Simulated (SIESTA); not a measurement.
# HgTe (Coloradoite) (F-43m) in SIESTA: further runs, part 2 of 2

SIESTA 5.4.2. The steps go on from the part before.

### 3 Single point, PBE, 31.22 Å³/atom

The input, HgTe.fdf:

```
SystemName                      Coloradoite
SystemLabel                     HgTe
NumberOfSpecies                 2
NumberOfAtoms                   2
%block ChemicalSpeciesLabel
  1  80 Hg
  2  52 Te
%endblock ChemicalSpeciesLabel

LatticeConstant                 1.0 Ang
%block LatticeVectors
     0.0000000000     3.1488795465     3.1488795465
     3.1488795465     0.0000000000     3.1488795465
     3.1488795465     3.1488795465     0.0000000000
%endblock LatticeVectors
AtomicCoordinatesFormat         Fractional
%block AtomicCoordinatesAndAtomicSpecies
     0.0000000000     0.0000000000     0.0000000000  1  Hg
     0.7500000000     0.7500000000     0.7500000000  2  Te
%endblock AtomicCoordinatesAndAtomicSpecies

%block kgrid.MonkhorstPack
    7   0   0  0.0
    0   7   0  0.0
    0   0   7  0.0
%endblock kgrid.MonkhorstPack
XC.Functional                   GGA
XC.Authors                      PBE
PAO.BasisSize                   TZDP
PAO.EnergyShift                 0.01 Ry
Mesh.Cutoff                     800 Ry
OccupationFunction              FD
ElectronicTemperature           0.05 eV
MaxSCFIterations                120
SCF.MustConverge                false
SCF.Mixer.Method                Pulay
SCF.Mixer.Weight                0.25
SCF.Mixer.History               8
SCF.DM.Tolerance                5.0e-05
SCF.H.Tolerance                 1.0e-03 eV
WriteForces                     true
Charge.Mulliken                 end
%block PAO.PolarizationScheme
  Hg non-perturbative
  Te non-perturbative
%endblock PAO.PolarizationScheme
```

Potentials or basis: PseudoDojo 0.4 standard (PBE files), TZDP (energy shift 0.01 Ry).

Launch:

```sh
> siesta HgTe.fdf > HgTe.out 2>&1
```

It took 27 s on 1 thread of AMD EPYC 9R14 (Zen 4), shared host; peak memory 0.29 GiB.

The run converged. Its results:

```yaml
Free_energy: -7384.5137 eV
Pressure: 5.6 GPa
Band_gap_on_the_k_mesh: 0.53 eV, direct
```

Caveat: semicore shells carry a single zeta, which can move pressures by several GPa and volumes by a few percent; the valence orbitals were made in a potential fitted to the semicore shell under them, which widens gaps by tenths of an eV or more; spin-orbit coupling is left out, which moves the levels of the heavy elements; an odd mesh through Γ misses points on the zone boundary, where band edges often lie; the basis of atomic orbitals isn't converged, which shifts pressures, moduli and gaps.

### 4 Single point, PBE, 31.89 Å³/atom

Edit HgTe.fdf of step 3 so:

```diff
@@ -11,5 +11,5 @@
 %block LatticeVectors
-     0.0000000000     3.1488795465     3.1488795465
-     3.1488795465     0.0000000000     3.1488795465
-     3.1488795465     3.1488795465     0.0000000000
+     0.0000000000     3.1710554852     3.1710554852
+     3.1710554852     0.0000000000     3.1710554852
+     3.1710554852     3.1710554852     0.0000000000
 %endblock LatticeVectors
```

Launch:

```sh
> siesta < HgTe.fdf > HgTe.out 2>&1
```

Wall time 27 s (1 thread of AMD EPYC 9R14 (Zen 4), shared host); peak memory 0.28 GiB.

The run converged. Its results:

- Free energy: -7384.5532 eV
- Pressure: 3.9 GPa
- Band gap on the k mesh: 0.49 eV, direct

Caveat: semicore shells carry a single zeta, which can move pressures by several GPa and volumes by a few percent; the valence orbitals were made in a potential fitted to the semicore shell under them, which widens gaps by tenths of an eV or more; spin-orbit coupling is left out, which moves the levels of the heavy elements; an odd mesh through Γ misses points on the zone boundary, where band edges often lie; the basis of atomic orbitals isn't converged, which shifts pressures, moduli and gaps.

### 5 Single point, PBE, 32.55 Å³/atom

Edit HgTe.fdf of step 4 so:

```diff
@@ -11,5 +11,5 @@
 %block LatticeVectors
-     0.0000000000     3.1710554852     3.1710554852
-     3.1710554852     0.0000000000     3.1710554852
-     3.1710554852     3.1710554852     0.0000000000
+     0.0000000000     3.1929255244     3.1929255244
+     3.1929255244     0.0000000000     3.1929255244
+     3.1929255244     3.1929255244     0.0000000000
 %endblock LatticeVectors
```

Launch:

```sh
> siesta HgTe.fdf > HgTe.out 2>&1
```

It took 26 s on 1 thread of AMD EPYC 9R14 (Zen 4), shared host; peak memory 0.28 GiB.

It converged, with:

```
Free energy            : -7384.5792 eV
Pressure               : 2.4 GPa
Band gap on the k mesh : 0.44 eV, direct
```

Caveat: semicore shells carry a single zeta, which can move pressures by several GPa and volumes by a few percent; the valence orbitals were made in a potential fitted to the semicore shell under them, which widens gaps by tenths of an eV or more; spin-orbit coupling is left out, which moves the levels of the heavy elements; an odd mesh through Γ misses points on the zone boundary, where band edges often lie; the basis of atomic orbitals isn't converged, which shifts pressures, moduli and gaps.

### 6 Single point, PBE, 33.22 Å³/atom

Edit HgTe.fdf of step 5 so:

```diff
@@ -11,5 +11,5 @@
 %block LatticeVectors
-     0.0000000000     3.1929255244     3.1929255244
-     3.1929255244     0.0000000000     3.1929255244
-     3.1929255244     3.1929255244     0.0000000000
+     0.0000000000     3.2145000000     3.2145000000
+     3.2145000000     0.0000000000     3.2145000000
+     3.2145000000     3.2145000000     0.0000000000
 %endblock LatticeVectors
```

Potentials or basis: PseudoDojo 0.4 standard (PBE files), TZDP (energy shift 0.01 Ry).

Launch:

```sh
> siesta HgTe.fdf > HgTe.out 2>&1
```

Wall time 25 s (1 thread of AMD EPYC 9R14 (Zen 4), shared host); peak memory 0.28 GiB.

It converged, with:

```
Free energy            : -7384.5942 eV
Pressure               : 1.2 GPa
Band gap on the k mesh : 0.39 eV, direct
```

Caveat: semicore shells carry a single zeta, which can move pressures by several GPa and volumes by a few percent; the valence orbitals were made in a potential fitted to the semicore shell under them, which widens gaps by tenths of an eV or more; spin-orbit coupling is left out, which moves the levels of the heavy elements; an odd mesh through Γ misses points on the zone boundary, where band edges often lie; the basis of atomic orbitals isn't converged, which shifts pressures, moduli and gaps.

### 7 Single point, PBE, 33.88 Å³/atom

Edit HgTe.fdf of step 6 so:

```diff
@@ -11,5 +11,5 @@
 %block LatticeVectors
-     0.0000000000     3.2145000000     3.2145000000
-     3.2145000000     0.0000000000     3.2145000000
-     3.2145000000     3.2145000000     0.0000000000
+     0.0000000000     3.2357886999     3.2357886999
+     3.2357886999     0.0000000000     3.2357886999
+     3.2357886999     3.2357886999     0.0000000000
 %endblock LatticeVectors
```

Launch:

```sh
> siesta HgTe.fdf > HgTe.out 2>&1
```

Run time: 25 s. Hardware: 1 thread of AMD EPYC 9R14 (Zen 4), shared host; peak memory 0.28 GiB.

It converged, with:

```yaml
Free_energy: -7384.5996 eV
Pressure: 0.0 GPa
Band_gap_on_the_k_mesh: 0.34 eV, direct
```

Caveat: semicore shells carry a single zeta, which can move pressures by several GPa and volumes by a few percent; the valence orbitals were made in a potential fitted to the semicore shell under them, which widens gaps by tenths of an eV or more; spin-orbit coupling is left out, which moves the levels of the heavy elements; an odd mesh through Γ misses points on the zone boundary, where band edges often lie; the basis of atomic orbitals isn't converged, which shifts pressures, moduli and gaps.

### 8 Single point, PBE, 34.54 Å³/atom

Edit HgTe.fdf of step 7 so:

```diff
@@ -11,5 +11,5 @@
 %block LatticeVectors
-     0.0000000000     3.2357886999     3.2357886999
-     3.2357886999     0.0000000000     3.2357886999
-     3.2357886999     3.2357886999     0.0000000000
+     0.0000000000     3.2568009036     3.2568009036
+     3.2568009036     0.0000000000     3.2568009036
+     3.2568009036     3.2568009036     0.0000000000
 %endblock LatticeVectors
```

Launch:

```sh
> siesta HgTe.fdf > HgTe.out 2>&1
```

It took 25 s on 1 thread of AMD EPYC 9R14 (Zen 4), shared host; peak memory 0.28 GiB.

Results (log left out):

| Quantity | Value |
| --- | --- |
| Free energy | -7384.5949 eV |
| Pressure | -1.1 GPa |
| Band gap on the k mesh | 0.29 eV, direct |

Caveat: semicore shells carry a single zeta, which can move pressures by several GPa and volumes by a few percent; the valence orbitals were made in a potential fitted to the semicore shell under them, which widens gaps by tenths of an eV or more; spin-orbit coupling is left out, which moves the levels of the heavy elements; an odd mesh through Γ misses points on the zone boundary, where band edges often lie; the basis of atomic orbitals isn't converged, which shifts pressures, moduli and gaps.

### 9 Single point, PBE, 35.21 Å³/atom

Edit HgTe.fdf of step 8 so:

```diff
@@ -11,5 +11,5 @@
 %block LatticeVectors
-     0.0000000000     3.2568009036     3.2568009036
-     3.2568009036     0.0000000000     3.2568009036
-     3.2568009036     3.2568009036     0.0000000000
+     0.0000000000     3.2775454177     3.2775454177
+     3.2775454177     0.0000000000     3.2775454177
+     3.2775454177     3.2775454177     0.0000000000
 %endblock LatticeVectors
```

Potentials or basis: PseudoDojo 0.4 standard (PBE files), TZDP (energy shift 0.01 Ry).

Launch:

```sh
> siesta HgTe.fdf > HgTe.out 2>&1
```

It took 29 s on 1 thread of AMD EPYC 9R14 (Zen 4), shared host; peak memory 0.32 GiB.

Results (log left out):

```
Free energy            : -7384.5808 eV
Pressure               : -2.0 GPa
Band gap on the k mesh : 0.24 eV, direct
```

Caveat: semicore shells carry a single zeta, which can move pressures by several GPa and volumes by a few percent; the valence orbitals were made in a potential fitted to the semicore shell under them, which widens gaps by tenths of an eV or more; spin-orbit coupling is left out, which moves the levels of the heavy elements; an odd mesh through Γ misses points on the zone boundary, where band edges often lie; the basis of atomic orbitals isn't converged, which shifts pressures, moduli and gaps.

### 10 Equation of state, PBE

No new run: the results of the series are fitted here.

What came out:

```yaml
Equilibrium_volume: 33.87 Å³/atom
Bulk_modulus: 59 GPa
Pressure_derivative_of_the_bulk_modulus: "3.2 (rough: it moves with the points fitted)"
```

Energy against volume, from the lowest point:
```tsv
volume (Å³/atom)	energy (meV/atom)
31.223	42.98
31.887	23.19
32.551	10.21
33.215	2.70
33.880	0.00
34.544	2.37
35.208	9.39
```

Caveat: semicore shells carry a single zeta, which can move pressures by several GPa and volumes by a few percent; the valence orbitals were made in a potential fitted to the semicore shell under them, which widens gaps by tenths of an eV or more; the basis of atomic orbitals isn't converged, which shifts pressures, moduli and gaps.

### 11 Against experiment

Step 10. Against the measured bulk modulus of HgTe, 43 GPa (a printed reference work, monograph), the calculated 59 GPa is off by +37.4 %. So large a miss can be the level of theory's own, or it may mean another phase, state or a wrong row. The fit is for a static lattice scaled at fixed shape and fixed fractional positions.
